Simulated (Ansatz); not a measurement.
The cell was built from the zincblende type and relaxed in the same program, and has space group F-43m; it needn't be a known or the stable phase.

A run on CuCl: DFT, PBE, all-electron LAPW, scalar-relativistic (Ansatz 0.2.0). The input:

```yaml
crystal:
  lattice:
    - [0.0, 2.7120904167, 2.7120904167]
    - [2.7120904167, 0.0, 2.7120904167]
    - [2.7120904167, 2.7120904167, 0.0]
  atoms:
    - { symbol: Cu, position: [0.0, 0.0, 0.0] }
    - { symbol: Cl, position: [0.25, 0.25, 0.25] }
kpoints:
  mp_grid: { grid: [12, 12, 12] }
scf:
  occupations: { method: fermi_dirac, width: 0.05 }
hamiltonian:
  xc: pbe
  pseudopotentials:
    kind: all_electron
    lapw: { basis_error: 0.001, muffin_tin_radii: { Cl: 1.26, Cu: 1.26 } }
output:
  forces: true
  stress: true
  eigenvalues: true
```

Problem. Did this run give a result to trust?

Solution. No. The input was rejected before any iteration. The typed spheres overlap: twice 1.260 Å exceeds the shortest distance, 2.349 Å; smaller radii, or none typed, cure it. It says:
```
Error: `kind: all_electron` solves this crystal on LAPW (the input types lapw, or this build lists no dataset of some species for it), and no LAPW basis is found for it: the given muffin-tin radii of Cl and Cu, or the smallest supported ones, add up to 2.520 Å, and 2.349 Å are free between these atoms; give smaller radii, or leave one out; where each species has a listed dataset, leave lapw and dirac_shells out and run without spin–orbit coupling, or set another kind (and leave the keys of all_electron out)
```
